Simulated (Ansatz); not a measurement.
# AgCl: deformation potentials from a series

```
CELL_PARAMETERS angstrom
0.00000 2.77315 2.77315
2.77315 0.00000 2.77315
2.77315 2.77315 0.00000
ATOMIC_POSITIONS crystal
Ag 0.50000 0.50000 0.50000
Cl 0.00000 0.00000 0.00000
```

Atom numbers follow the list: Ag1, Cl2.

The cell comes from COD entry 9011666, which wasn't checked; take it as a given geometry.

Level of theory: DFT, LDA, all-electron LAPW, scalar-relativistic in Ansatz 0.2.0.

Settings: a Γ-centred 8×8×8 k mesh, Fermi–Dirac smearing of 0.02 eV, basis error target 0.5 meV/atom, no spin polarisation.

The strain is applied along the Cartesian axes of the cell as listed (the other components stay zero). Fractional coordinates are held (clamped ions).

The valence-band top of this crystal doesn't lie at Γ but 2.31 eV above the top filled level there.

Only quantities that a quadratic follows smoothly over the whole series are listed; rougher ones are left out.

```tsv
εzz	direct gap at Γ, from the mean of the top three filled levels (eV)	singlet less doublet of the top filled triplet at Γ (eV)
-0.0300	3.056	-0.117
-0.0200	3.007	-0.076
-0.0100	2.962	-0.037
0.0000	2.921	0.000
0.0100	2.883	0.035
0.0300	2.817	0.099
```

Fit the series and give the slopes at zero strain.

Least-squares fits y = p0 + p1 x + p2 x² to the rows give direct gap at Γ, from the mean of the top three filled levels (eV): p1 = -3.98, p2 = 17; singlet less doublet of the top filled triplet at Γ (eV): p1 = 3.6, p2 = -10. Without spin–orbit coupling the singlet lies 3b(εzz − εxx) above the doublet in the usual convention, so the shear deformation potential is b = 1.20 eV.

One run, at εzz = 0.0200, is withheld. Predict its row.

The fits give 2.848, 0.068; the run gave 2.849, 0.068.
